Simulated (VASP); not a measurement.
Set up this calculation in VASP 6.6.1, as the native input.

* Task: single point
* Functional: PBE
* Potentials or basis: VASP PAW PBE potentials, release 64 (Fe, O)
* Cutoff: 520 eV
* k mesh: 8 × 8 × 8
* Occupations: gaussian, width 0.05 eV
* Spin: collinear spin, random start
* Starting moments: [1.56, 0.0] μB
* Hubbard terms: Fe d U = 5 eV
* Further INCAR settings: ALGO = Normal; EDIFF = 1e-06

The structure of FeO lies in POSCAR:

```
FeO
1.0
    1.5176821100      0.8762341800      2.5157945800
   -1.5176821100      0.8762341800      2.5157945800
    0.0000000000     -1.7524683500      2.5157945800
Fe O
1 1
Direct
    0.0000000000      0.0000000000      0.0000000000
    0.5000000000      0.5000000000      0.5000000000
```

These files were run (other wordings do the same):

INCAR

```
ALGO = Normal ; EDIFF = 1E-6
ENCUT = 520 ; GGA = PE
ISIF = 2 ; ISMEAR = 0
ISPIN = 2 ; LASPH = True
LCHARG = True ; LDAU = True
LDAUJ = 0 0 ; LDAUL = 2 -1
LDAUPRINT = 1 ; LDAUTYPE = 2
LDAUU = 5 0 ; LELF = True
LMAXMIX = 4 ; LORBIT = 11
LREAL = False ; LVHAR = True
LWAVE = False ; MAGMOM = 1.56 0
NELM = 100 ; PREC = Accurate
SIGMA = 0.05
```

KPOINTS

```
k-points
0
Gamma
  8 8 8
```

Potentials or basis: VASP PAW PBE potentials, release 64 (Fe, O).

The run is started by

```sh
$ cat potpaw_PBE.64/Fe/POTCAR potpaw_PBE.64/O/POTCAR > POTCAR
$ mpirun -np 1 vasp_std > vasp.out
```

It gave:

```json
{"Pressure": "-1.0 GPa", "Band gap on the k mesh": "none (metal or under the smearing width)", "Net moment": "4.00 μB per cell", "Site moments": "Fe +3.86; O +0.18 μB", "Valence electrons inside the program's atomic spheres": "Fe 6.74; O 5.01"}
```

Caveat: a cell with one magnetic atom can't hold antiferromagnetic order, which such compounds often take.

Wall time 20 s on 1 thread of AMD EPYC 9R45 96-Core Processor (Zen 5), on a shared host, peak memory 0.14 GiB.
